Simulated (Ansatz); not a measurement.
**Could SnTe exist in this structure?**

Plane-wave DFT in Ansatz with scalar-relativistic PAW potentials. The crystal relaxes under PBE to Fm-3m with a = 6.413 Å, 32.97 Å³/atom. No spin polarisation.

```
CELL_PARAMETERS angstrom
0.00000 3.20649 3.20649
3.20649 0.00000 3.20649
3.20649 3.20649 0.00000
ATOMIC_POSITIONS crystal
Sn 0.00000 0.00000 0.00000
Te 0.50000 0.50000 0.50000
```

Test it against the elements, against displacements at the zone centre and against strain.

- Energy over the elements: -0.288 eV/atom (PBE, standard states in the same functional, gases uncorrected)
- Optical modes at Γ: all 3 real, at 20 cm⁻¹ (PBEsol, without the LO-TO term)
- Least eigenvalue of the elastic tensor: 17 GPa (PBEsol)

It passes all three tests. So it is a local minimum against everything tried and bound against the elements. Modes at other wave vectors, other structures and decomposition into other compounds weren't tested here. The modes and the tensor belong to cells relaxed at their own level (31.08 Å³/atom for the tensor), not to the cell shown; modes and shear constants soften as a cell grows, so the larger cell shown may fail a test that the smaller one passes.